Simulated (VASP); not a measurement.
Here is a VASP 6.6.1 calculation.

Contents of INCAR:

```
SYSTEM = KBr3
PREC = Accurate
ENCUT = 520
EDIFF = 1E-7
ISMEAR = -1
SIGMA = 0.05
LREAL = .False.
LASPH = .True.
NELM = 100
ALGO = Normal
ISIF = 2
LWAVE = .False.
LCHARG = .False.
GGA = PE
NBANDS = 40
```

The input KPOINTS:

```
regular mesh
0
Gamma
  5 5 4
  0 0 0
```

File POSCAR:

```
KBr3
1.0
    6.4123585143      0.0000000000      0.0000000000
   -3.2061792572      5.5532653716      0.0000000000
    0.0000000000      0.0000000000      7.0870377701
Br K
6 2
Direct
    0.3351083300      0.1675541650      0.7500000000
    0.8324458350      0.1675541650      0.7500000000
    0.8324458350      0.6648916700      0.7500000000
    0.6648916700      0.8324458350      0.2500000000
    0.1675541650      0.8324458350      0.2500000000
    0.1675541650      0.3351083300      0.2500000000
    0.6666666667      0.3333333333      0.2500000000
    0.3333333333      0.6666666667      0.7500000000
```

Potentials or basis: VASP PAW PBE potentials, release 64 (Br, K_sv).

The run is started by

```sh
$ cat potpaw_PBE.64/Br/POTCAR potpaw_PBE.64/K_sv/POTCAR > POTCAR
$ mpirun -np 1 vasp_std > vasp.out
```

Problem. Estimate the band gap on the k mesh.

Solution. None (metal or under the smearing width).

Problem. Predict the largest force.

Solution. 0.009 eV/Å.

Forces on the atoms (eV/Å):
```
Br   0.007  0.004  0.000
Br  -0.007  0.004  0.000
Br   0.000 -0.009  0.000
Br  -0.007 -0.004  0.000
Br   0.007 -0.004  0.000
Br   0.000  0.009  0.000
K    0.000  0.000  0.000
K    0.000  0.000  0.000
```
